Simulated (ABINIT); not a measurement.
Re: equation of state with LDA

Re:

```
CELL_PARAMETERS angstrom
2.76639 0.00000 0.00000
-1.38319 2.39576 0.00000
0.00000 0.00000 8.93885
ATOMIC_POSITIONS crystal
Re 0.66667 0.33333 0.75000
Re 0.00000 0.00000 0.50000
Re 0.33333 0.66667 0.25000
Re 0.00000 0.00000 0.00000
```

```yaml
Program: ABINIT 10.8.3 (patched build)
Task: equation of state
Functional: LDA
Potentials_or_basis: HGH LDA
Cutoff: 435 eV
k_mesh: 11 × 11 × 3
Occupations: fermi-dirac, width 0.05 eV
Spin: no spin polarisation
```

The equilibrium volume is 14.66 Å³/atom and the bulk modulus at fixed shape and positions is 389 GPa. The pressure derivative of the bulk modulus is 4.4.

Energy against volume, from the lowest point:
```csv
volume (Å³/atom),energy (meV/atom)
13.922,47.89
14.218,15.40
14.515,0.00
14.811,0.05
15.107,13.77
15.403,39.80
15.699,77.03
```

Wall time 2.7 min on 1 thread of Arm Neoverse V1 (shared host), peak memory 0.1 GiB.

Caveat: the cutoff is too short for stress, so the log's stress isn't used; pressures at fixed basis lie under the slope of the energies; the highest band is partly filled, so the run has too few bands; the cell was scaled at fixed shape and fractional positions, which overstates the stiffness of a crystal with free parameters, most of all of layers and chains; HGH potentials are hard and often keep d shells in the core, so these values are rough. Spin-orbit coupling is left out, which matters for the levels of Re.
